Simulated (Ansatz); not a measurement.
MgO: clamped-ion strain scan

Computed with Ansatz, DFT PBE, scalar-relativistic, plane waves, PAW. Cutoff 420 eV, Γ-centred 10×10×10 k-points, Gaussian smearing of 0.05 eV. No spin polarisation. Energies are free energies at this smearing, counted from the undisturbed cell; pressure is positive in compression.

Zero of the scan (relaxed at this level):

```
Mg O
1.0
     0.00000    2.12692    2.12692
     2.12692    0.00000    2.12692
     2.12692    2.12692    0.00000
Mg O
1 1
Direct
  0.00000 0.00000 0.00000
  0.50000 0.50000 0.50000
```

The cell is strained by ε times the Voigt pattern (0, 1, 0, 0, 0, 0) (xx, yy, zz, yz, xz, xy; engineering shear) with fractional coordinates fixed.

| ε | ΔE (meV/atom) | stress summed along the pattern (GPa, tension positive) | pressure (GPa) | gap on the mesh (eV) |
| --- | --- | --- | --- | --- |
| -0.1500 | 355.6 | -107.62 | 48.0 | 5.73 |
| -0.1125 | 167.3 | -62.57 | 29.3 | 5.44 |
| -0.0750 | 62.5 | -32.49 | 16.1 | 5.12 |
| -0.0375 | 13.2 | -12.72 | 6.7 | 4.79 |
| 0.0000 | 0.0 | 0.00 | 0.0 | 4.46 |
| 0.0375 | 9.7 | 7.93 | -4.7 | 4.07 |
| 0.0750 | 33.3 | 12.62 | -8.1 | 3.71 |
| 0.1125 | 64.9 | 15.15 | -10.4 | 3.39 |
| 0.1312 | 82.3 | 15.85 | -11.3 | 3.25 |
| 0.1500 | 100.5 | 16.27 | -12.1 | 3.12 |